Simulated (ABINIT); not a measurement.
Zr:

```
CELL_PARAMETERS angstrom
3.23200 0.00000 0.00000
-1.61600 2.79899 0.00000
0.00000 0.00000 5.14700
ATOMIC_POSITIONS crystal
Zr 0.66667 0.33333 0.75000
Zr 0.33333 0.66667 0.25000
```

Base run:

```yaml
Program: ABINIT 10.8.3 (patched build)
Functional: PBE
Potentials_or_basis: PseudoDojo NC SR PBE v0.5 stringent
Cutoff: 789 eV
k_mesh: 7 × 7 × 4
Occupations: fermi-dirac, width 0.05 eV
Spin: no spin polarisation
```

Its results: band gap on the k mesh none (metal or under the smearing width); pressure 0.2 GPa.

Question: The run is repeated on the same cell with these changes: potentials or basis from PseudoDojo NC SR PBE v0.5 stringent to SPMS NC PBE v1.0; cutoff from 789 eV to 626 eV. What comes out?

Answer: Band gap on the k mesh none (metal or under the smearing width); pressure 0.7 GPa.

Not every run made on this cell is shown here.
